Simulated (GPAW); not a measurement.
Here is a GPAW 26.7.0 calculation.

run.py

```python
from ase.calculators.mixing import SumCalculator
from ase.eos import EquationOfState
from ase.io import Trajectory, read
from ase.units import GPa
from dftd4.ase import DFTD4
from gpaw import GPAW, PW

atoms = read('POSCAR')

traj = Trajectory('eos.traj', 'w')
volumes, energies = [], []
for x in [0.94, 0.96, 0.98, 1.0, 1.02, 1.04, 1.06]:
    a = atoms.copy()
    a.set_cell(atoms.cell * x**(1 / 3), scale_atoms=True)
    calc = GPAW(mode=PW(600),
                xc='RPBE',
                kpts={'size': (7, 7, 7), 'gamma': True},
                occupations={'name': 'fermi-dirac', 'width': 0.05},
                nbands=18,
                convergence={'density': 1e-05, 'energy': 1e-05},
                maxiter=150,
                txt=f'eos-{x:.2f}.txt')
    a.calc = SumCalculator([calc, DFTD4(method='rpbe')])
    energies.append(a.get_potential_energy())
    volumes.append(a.get_volume())
    p = -a.get_stress()[:3].mean() / GPa
    calc.write(f'eos-{x:.2f}.gpw')
    traj.write(a)
    print(f'{x:.2f} {volumes[-1]:10.4f} A^3 {energies[-1]:14.6f} eV {p:9.3f} GPa', flush=True)

v0, e0, B = EquationOfState(volumes, energies, eos='birchmurnaghan').fit()
print(f'V0 = {v0:.4f} A^3, E0 = {e0:.6f} eV, B0 = {B / GPa:.2f} GPa')
```

POSCAR

```
ZnS
1.0
    0.0000000000      2.7020000000      2.7020000000
    2.7020000000      0.0000000000      2.7020000000
    2.7020000000      2.7020000000      0.0000000000
Zn S
1 1
Direct
    0.7500000000      0.7500000000      0.7500000000
    0.0000000000      0.0000000000      0.0000000000
```

Potentials or basis: the program's PAW data sets (release 1.2.1) made for this functional, pw.

Command:

```console
$ OMP_NUM_THREADS=1 python run.py
```

What does it give for the equilibrium volume?

19.37 Å³/atom.

What does it give for the bulk modulus?

75 GPa.

Predict the pressure derivative of the bulk modulus.

4.4.

Energy against volume, from the lowest point:
| volume (Å³/atom) | energy (meV/atom) |
| --- | --- |
| 18.543 | 8.92 |
| 18.938 | 2.34 |
| 19.332 | 0.00 |
| 19.727 | 1.45 |
| 20.121 | 6.32 |
| 20.516 | 14.24 |
| 20.910 | 24.88 |

**The experiment to reproduce.**

“Electronic, vibrational, and thermodynamic properties of ZnS (zincblende and rocksalt structure)”, 2009, arxiv:0911.5022 quotes, for a bulk crystal of ZnS: bulk modulus 76.9 GPa.

Measured bulk modulus of ZnS: 76.9 GPa (quoted in “Electronic, vibrational, and thermodynamic properties of ZnS (zincblende and rocksalt structure)”, 2009, arxiv:0911.5022). This calculation gives 75 GPa (-2.6 %). The fit is for a static lattice scaled at fixed shape and fixed fractional positions.
